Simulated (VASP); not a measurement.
# MnS (R-3m) in VASP: notebook

Runs on MnS. Level: PBE. Tasks: single point.

Program: VASP 6.6.1. These are calculated values, not measurements. Logs are shortened: lines on timing, memory, paths and dates and some standing lists are left out, and cuts for length are marked.

## Step 1: The structure

The structure is trigonal, space group R-3m (No. 166). The conventional cell has a = 3.660 Å, b = 3.660 Å, c = 8.913 Å, α = 90.00°, β = 90.00°, γ = 120.00°. Mn (site symmetry -3m) has 6 S at 2.58 Å as nearest neighbours. Around S (site symmetry -3m) lie 6 Mn at 2.58 Å.

The cell is a database's computed one.

## Step 2: Single point, PBE, collinear spin, ferromagnetic start

Input file INCAR:

```
SYSTEM = MnS
ADDGRID = .False.
ALGO = Normal
EDIFF = 1E-6
ENCUT = 900
GGA = PE
ISIF = 2
ISMEAR = 0
ISPIN = 2
LASPH = .True.
LCHARG = .False.
LMAXMIX = 4
LORBIT = 11
LREAL = .False.
LWAVE = .False.
MAGMOM = 4 0
NELM = 100
PREC = Accurate
SIGMA = 0.05
```

Input file KPOINTS:

```
k-points
0
Gamma
  5 5 5
  0 0 0
```

Input file POSCAR:

```
MnS
1.0
    1.8299960138      1.0565486912      2.9709202777
   -1.8299960138      1.0565486912      2.9709202777
    0.0000000000     -2.1130973823      2.9709202777
Mn S
1 1
Direct
    0.0000000000      0.0000000000      0.0000000000
    0.5000000000      0.5000000000      0.5000000000
```

Potentials or basis: VASP PAW PBE potentials, release 64 (Mn_pv, S_h).

On the command line:

```bash
> cat potpaw_PBE.64/Mn_pv/POTCAR potpaw_PBE.64/S_h/POTCAR > POTCAR
> mpirun -np 1 vasp_std > vasp.out
```

OUTCAR:

```text
SYSTEM = MnS
   EDIFF = 1E-6
   ENCUT = 900
   GGA = PE
   ISIF = 2
   ISMEAR = 0
   ISPIN = 2
   LASPH = .True.
   LORBIT = 11
   LREAL = .False.
   NELM = 100
   PREC = Accurate

 Found     19 irreducible k-points:

 Following reciprocal coordinates:
            Coordinates               Weight
  0.000000  0.000000  0.000000      1.000000
  0.200000 -0.000000  0.000000      6.000000
  0.400000  0.000000  0.000000      6.000000
  0.200000  0.200000  0.000000      6.000000
  0.400000  0.200000 -0.000000     12.000000
 -0.400000  0.200000 -0.000000     12.000000
   k-points           NKPTS =     19   k-points in BZ     NKDIM =     19   number of bands    NBANDS=     15
   number of dos      NEDOS =    301   number of ions     NIONS =      2
   total plane-waves  NPLWV =  46656
   dimension x,y,z NGX =    36 NGY =   36 NGZ =   36
   dimension x,y,z NGXF=    72 NGYF=   72 NGZF=   72
   ions per type =               1   1
   NGX,Y,Z   is equivalent  to a cutoff of  16.42, 16.42, 16.42 a.u.
   NGXF,Y,Z  is equivalent  to a cutoff of  32.83, 32.83, 32.83 a.u.
 SYSTEM =  MnS
   PREC   = accura    normal or accurate (medium, high low for compatibility)
   ISTART =      0    job   : 0-new  1-cont  2-samecut
   ICHARG =      2    charge: 1-file 2-atom 10-const
   ISPIN  =      2    spin polarized calculation?
   LNONCOLLINEAR =      F non collinear calculations
   LSORBIT =      F    spin-orbit coupling
   LASPH  =      T    aspherical Exc in radial PAW
   ENCUT  =  900.0 eV  66.15 Ry    8.13 a.u.   8.92  8.92  8.92*2*pi/ulx,y,z
   NELM   =    100;   NELMIN=  2; NELMDL= -5     # of ELM steps
   EDIFF  = 0.1E-05   stopping-criterion for ELM
   LREAL  =      F    real-space projection
   EDIFFG = 0.1E-04   stopping-criterion for IOM
   NSW    =      0    number of steps for IOM
   IBRION =     -1    ionic relax: 0-MD 1-quasi-New 2-CG
   NFREE  =      0    steps in history (QN), initial steepest desc. (CG)
   ISIF   =      2    stress and relaxation
   ISYM   =      2    0-nonsym 1-usesym 2-fastsym
   POTIM  = 0.5000    time-step for ionic-motion
   TEBEG  =    0.0;   TEEND  =   0.0 temperature during run
   PSTRESS=    0.0 pullay stress
   NELECT =      19.0000    total number of electrons
   NUPDOWN=      -1.0000    fix difference up-down
   EMIN   =  10.00;   EMAX   =-10.00  energy-range for DOS
   EFERMI =   0.00;   METHOD = LEGACY
   ISMEAR =     0;   SIGMA  =   0.05  broadening in eV -4-tet -1-fermi 0-gaus
   EFERMI_NEDOS =   21; number of points for ismear=-14 and -15
   IALGO  =     38    algorithm
   IMIX   =      4    mixing-type and parameters
     AMIX     =   0.40;   BMIX     =  1.00
     AMIX_MAG =   1.60;   BMIX_MAG =  1.00
  volume/ion in A,a.u.               =      17.23       116.29
  Fermi-wavevector in a.u.,A,eV,Ry     =   1.342349  2.536672 24.516344  1.801900
  Thomas-Fermi vector in A             =   2.470510
   LORBIT       =     11    0 simple, 1 ext, 2 COOP (PROOUT), +10 PAW based schemes
   GGA     = PE    functional components
   LHFCALC =     F    Hartree Fock is set to
   AEXX    =    0.0000 exact exchange contribution
   IVDW    =     0    specifies the selected vdW correction
   LEPSILON=     F    determine dielectric tensor
   LRPA    =     F    only Hartree local field effects (RPA)
 spin polarized calculation
 Gauss-broadening in eV      SIGMA  =   0.05
  energy-cutoff  :      900.00
  volume of cell :       34.47
 maximum number of plane-waves:      2130
   NGX = 17   NGY = 17   NGZ = 17

 number of electron      19.0000001 magnetization       4.5517939

 Free energy of the ion-electron system (eV)
  ---------------------------------------------------
  ext. energy  EPLUGINS =         0.00000000
  ---------------------------------------------------
  free energy    TOTEN  =       -14.08571940 eV

  energy without entropy =      -14.08403300  energy(sigma->0) =      -14.08487620

 E-fermi :   7.3914     XC(G=0): -10.8247

 val. band max:        7.1749174932   @ k =  -0.4000  -0.4000   0.2000
 cond. band min:       7.4217559715   @ k =   0.4000   0.4000   0.2000
 fundamental gap:      0.2468384782
 Fermi energy:         7.3914312611

 spin component 1

 k-point     1 :       0.0000    0.0000    0.0000
  band No.  band energies     occupation
      1     -43.3494      1.00000
      2     -43.3489      1.00000
      3     -43.3489      1.00000
      4      -7.5015      1.00000
      5       3.9186      1.00000
      6       3.9186      1.00000
      7       3.9329      1.00000
      8       4.0177      1.00000
      9       4.0177      1.00000
     10       5.3285      1.00000
     11       5.3285      1.00000
     12       5.3771      1.00000
     13       9.1662      0.00000
     14      15.8420      0.00000
     15      15.8430      0.00000

 k-point     2 :       0.2000   -0.0000    0.0000
  band No.  band energies     occupation
      1     -43.3521      1.00000
      2     -43.3498      1.00000
      3     -43.3493      1.00000
      4      -7.1026      1.00000
      5       2.6294      1.00000
      6       3.1434      1.00000
      7       3.1646      1.00000
      8       4.1094      1.00000
      9       4.1173      1.00000
     10       4.6824      1.00000
     11       6.3930      1.00000
     12       6.4128      1.00000
     13      10.7922      0.00000
     14      14.2359      0.00000
     15      15.0556      0.00000

 k-point     3 :       0.4000    0.0000    0.0000
  band No.  band energies     occupation
      1     -43.3572      1.00000
      2     -43.3505      1.00000
      3     -43.3500      1.00000
      4      -6.2734      1.00000
      5       0.4214      1.00000
      6       2.4167      1.00000
      7       2.4424      1.00000
      8       4.4141      1.00000
      9       4.4229      1.00000
     10       4.8081      1.00000
     11       7.5606      0.00000
     12       7.5620      0.00000
     13      10.3477      0.00000
     14      12.9827      0.00000
     15      13.0345      0.00000
[... 19 lines left out ...]
 k-point     5 :       0.4000    0.2000   -0.0000
  band No.  band energies     occupation
      1     -43.3557      1.00000
      2     -43.3514      1.00000
      3     -43.3511      1.00000
      4      -6.3464      1.00000
      5       1.1114      1.00000
      6       2.5113      1.00000
      7       2.9069      1.00000
      8       4.0785      1.00000
      9       4.4546      1.00000
     10       4.8306      1.00000
     11       5.9771      1.00000
     12       6.5428      1.00000
     13      10.8556      0.00000
     14      12.8246      0.00000
     15      14.5267      0.00000

 k-point     6 :      -0.4000    0.2000   -0.0000
  band No.  band energies     occupation
      1     -43.3569      1.00000
      2     -43.3526      1.00000
      3     -43.3510      1.00000
      4      -6.0123      1.00000
      5       0.5690      1.00000
      6       2.1201      1.00000
      7       2.4362      1.00000
      8       4.4380      1.00000
      9       4.4538      1.00000
     10       4.8023      1.00000
     11       5.9964      1.00000
     12       7.1564      1.00000
     13      11.0008      0.00000
     14      12.8253      0.00000
     15      13.9863      0.00000

 [... further k-points ...]

 spin component 2

 k-point     1 :       0.0000    0.0000    0.0000
  band No.  band energies     occupation
      1     -38.9296      1.00000
      2     -38.9295      1.00000
      3     -38.9295      1.00000
      4      -7.2424      1.00000
      5       5.5072      1.00000
      6       5.5072      1.00000
      7       5.5559      1.00000
      8       7.4824      0.00506
      9       7.4824      0.00506
     10       7.5096      0.00041
     11       7.5610      0.00000
     12       7.5610      0.00000
     13      10.1439      0.00000
     14      16.8330      0.00000
     15      16.8357      0.00000

 k-point     2 :       0.2000   -0.0000    0.0000
  band No.  band energies     occupation
      1     -38.9338      1.00000
      2     -38.9301      1.00000
      3     -38.9301      1.00000
      4      -6.8615      1.00000
      5       3.3793      1.00000
      6       4.6502      1.00000
      7       4.6860      1.00000
      8       7.7961      0.00000
      9       7.8114      0.00000
     10       7.8729      0.00000
     11       8.7245      0.00000
     12       8.7335      0.00000
     13      11.7218      0.00000
     14      15.0944      0.00000
     15      16.1316      0.00000

 k-point     3 :       0.4000    0.0000    0.0000
  band No.  band energies     occupation
      1     -38.9407      1.00000
      2     -38.9311      1.00000
      3     -38.9310      1.00000
      4      -6.0838      1.00000
      5       1.0658      1.00000
      6       3.8693      1.00000
      7       3.9022      1.00000
      8       8.3771      0.00000
      9       8.3911      0.00000
     10       8.4815      0.00000
     11      10.1940      0.00000
     12      10.1992      0.00000
     13      11.0051      0.00000
     14      13.8917      0.00000
     15      13.9460      0.00000
[... 19 lines left out ...]
 k-point     5 :       0.4000    0.2000   -0.0000
  band No.  band energies     occupation
      1     -38.9386      1.00000
      2     -38.9326      1.00000
      3     -38.9323      1.00000
      4      -6.1350      1.00000
      5       1.7799      1.00000
      6       3.5742      1.00000
      7       4.0760      1.00000
      8       7.4239      0.17944
      9       8.3336      0.00000
     10       8.6597      0.00000
     11       8.9208      0.00000
     12       9.5673      0.00000
     13      12.1717      0.00000
     14      13.5783      0.00000
     15      15.3905      0.00000

 k-point     6 :      -0.4000    0.2000   -0.0000
  band No.  band energies     occupation
      1     -38.9403      1.00000
      2     -38.9342      1.00000
      3     -38.9319      1.00000
      4      -5.8243      1.00000
      5       1.2037      1.00000
      6       3.0336      1.00000
      7       3.7685      1.00000
      8       8.2715      0.00000
      9       8.4618      0.00000
     10       8.5382      0.00000
     11       9.2087      0.00000
     12       9.9510      0.00000
     13      11.9150      0.00000
     14      13.7804      0.00000
     15      14.9246      0.00000

 [... further k-points ...]

------------------------ aborting loop because EDIFF is reached ----------------------------------------

  FORCE on cell =-STRESS in cart. coord.  units (eV):
  Direction    XX          YY          ZZ          XY          YZ          ZX
  --------------------------------------------------------------------------------------
  -------------------------------------------------------------------------------------
  Total       -0.6269426     -0.6269426     -0.5344920      0.0000000     -0.0000000     -0.0000000
  in kB      -29.1444918    -29.1444918    -24.8467691      0.0000000     -0.0000000     -0.0000000
  external PRESSURE =     -27.7119176 kB  Pullay stress =       0.0000000 kB

 VOLUME and BASIS-vectors are now :
 -----------------------------------------------------------------------------
  energy-cutoff  :      900.00
  volume of cell :       34.47
      direct lattice vectors                 reciprocal lattice vectors
     1.829996014  1.056548691  2.970920278     0.273224639  0.157746319  0.112198680
    -1.829996014  1.056548691  2.970920278    -0.273224639  0.157746319  0.112198680
     0.000000000 -2.113097382  2.970920278     0.000000000 -0.315492638  0.112198680

 POSITION                                       TOTAL-FORCE (eV/Angst)
 -----------------------------------------------------------------------------------
      0.00000      0.00000      0.00000         0.000000     -0.000000      0.000000
      0.00000      0.00000      4.45638        -0.000000      0.000000      0.000000
 -----------------------------------------------------------------------------------
    total drift:                                0.000000      0.000000      0.000000

  FREE ENERGIE OF THE ION-ELECTRON SYSTEM (eV)
  ---------------------------------------------------
  free  energy   TOTEN  =       -14.0857193975 eV

  energy  without entropy=      -14.0840329976  energy(sigma->0) =      -14.08487620

 total charge

# of ion       s       p       d       tot
------------------------------------------
    1        0.218   6.169   4.948  11.335
    2        0.812   1.288   0.000   2.100
--------------------------------------------------
tot          1.030   7.457   4.948  13.435

 magnetization (x)

# of ion       s       p       d       tot
------------------------------------------
    1        0.050   0.039   4.070   4.159
    2        0.020   0.034   0.000   0.054
--------------------------------------------------
tot          0.070   0.073   4.070   4.213
```

It took 41 s on 1 thread of Intel Xeon Platinum 8488C (Sapphire Rapids), shared host; peak memory 0.25 GiB.

The run converged, but some of its settings lie outside the range that counts as converged, so its numbers aren't taken as properties of the crystal.

What came out:

```yaml
Free_energy: -14.0857 eV
Pressure: -2.8 GPa
Band_gap_on_the_k_mesh: none (metal or under the smearing width)
Net_moment: 4.55 μB per cell
Site_moments: Mn +4.16; S +0.05 μB
Valence_electrons_inside_the_program's_atomic_spheres: Mn 11.34; S 2.10
```

Caveat: the k mesh is coarse (spacing up to 0.42 Å⁻¹), so the values aren't converged; a cell with one magnetic atom can't hold antiferromagnetic order, which such compounds often take; semilocal functionals often make such compounds metallic where correlation or magnetic order opens a gap, which also shifts bond lengths.

## Step 3: Single point, PBE, collinear spin, ferromagnetic start

INCAR is that of step 2.

KPOINTS is that of step 2.

Input file POSCAR:

```
MnS
1.0
    1.8299960138      1.0565486912      2.9709202777
   -1.8299960138      1.0565486912      2.9709202777
    0.0000000000     -2.1130973823      2.9709202777
Mn S
1 1
Direct
   -0.0003430000      0.0039840000     -0.0109630000
    0.4802460000      0.5015880000      0.5288910000
```

Potentials or basis: VASP PAW PBE potentials, release 64 (Mn_pv, S_h).

On the command line:

```bash
> cat potpaw_PBE.64/Mn_pv/POTCAR potpaw_PBE.64/S_h/POTCAR > POTCAR
> mpirun -np 1 vasp_std > vasp.out
```

It took 1.8 min on 1 thread of Intel Xeon Platinum 8488C (Sapphire Rapids), shared host; peak memory 0.32 GiB.

The run converged, but some of its settings lie outside the range that counts as converged, so its numbers aren't taken as properties of the crystal.

Results:

```yaml
Free_energy: -14.0630 eV
Pressure: -2.2 GPa
Largest_force: 0.368 eV/Å
Band_gap_on_the_k_mesh: none (metal or under the smearing width)
Net_moment: 4.55 μB per cell
Site_moments: Mn +4.15; S +0.06 μB
Valence_electrons_inside_the_program's_atomic_spheres: Mn 11.34; S 2.10
```

Caveat: the k mesh is coarse (spacing up to 0.42 Å⁻¹), so the values aren't converged; a cell with one magnetic atom can't hold antiferromagnetic order, which such compounds often take; semilocal functionals often make such compounds metallic where correlation or magnetic order opens a gap, which also shifts bond lengths.

(Part 1 of 2 ends here.)
